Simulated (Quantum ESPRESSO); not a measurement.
# Al in Quantum ESPRESSO: the effect of functional

The system is Al.

```xyz
1
Lattice="0.0000 2.0248 2.0248 2.0248 0.0000 2.0248 2.0248 2.0248 0.0000" Properties=species:S:1:pos:R:3 pbc="T T T"
Al    0.0000    0.0000    0.0000
```

Alike in all runs:

```yaml
Program: Quantum ESPRESSO 7.5
Task: phonons
Cutoff: 612 eV
Density_cutoff: 4898 eV
k_mesh: 11 × 11 × 11
Occupations: cold, width 0.2 eV
Spin: no spin polarisation
```

Each run relaxes the cell or the atoms first.

```csv
functional,potentials or basis,relaxed volume (Å³/atom),highest phonon frequency (cm⁻¹)
LDA,GBRV 1.5 LDA,15.83,292
PBEsol,GBRV 1.5 PBEsol,16.19,292
PW91,GBRV 1.5 PBE,?,?
AM05,GBRV 1.5 PBE,16.11,302
WC,GBRV 1.5 PBE,16.26,288
vdW-DF-cx,GBRV 1.5 PBE,16.34,288
```

Problem. What does the run with functional PW91 give?

Solution. Relaxed volume 16.60 Å³/atom; highest phonon frequency 275 cm⁻¹.

Caveats: the q point doesn't lie on the k mesh, which can shift a metal's frequencies strongly unless the mesh is converged; the potentials were made for another functional, which shifts forces and pressure (some runs); the relaxation stopped at its first step, so nothing moved (some runs).

Runs at the PBE level aren't shown here.
